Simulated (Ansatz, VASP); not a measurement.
## Two plane-wave programs on Ag

```
CELL_PARAMETERS angstrom
2.93000 0.00000 0.00000
-1.46500 2.53745 0.00000
0.00000 0.00000 4.79000
ATOMIC_POSITIONS crystal
Ag 0.68483 0.35008 0.74689
Ag 0.33791 0.67266 0.25057
```

Change from the starting cell: atoms moved at random, drawn with an rms of 0.05 Å.

Alike in both runs: task single point; functional PBE; k mesh 10 × 10 × 6; occupations fermi-dirac, width 0.05 eV; no spin polarisation.

```csv
,VASP,Ansatz
version,VASP 6.6.1,Ansatz 0.2.0
potentials or method,"VASP PAW PBE potentials, release 64 (Ag)",Ansatz PAW
plane-wave cutoff (eV),520,420
valence electrons in the cell,22,38
```

```tsv
	VASP	Ansatz	Ansatz less VASP
gap on the k mesh at the Fermi level (eV)	none	none	-
pressure (GPa)	0.5	0.6	+0.12
largest component of the traceless stress (GPa)	0.40	0.40	-0.005
rms of the force components (eV/Å)	0.055	0.056	+0.0006
```

Atom by atom the forces differ by 0.001 eV/Å (rms over components). A gap of «none» marks a metal or a gap that the smearing closes. The two sets of potentials don't hold the same shells in valence.
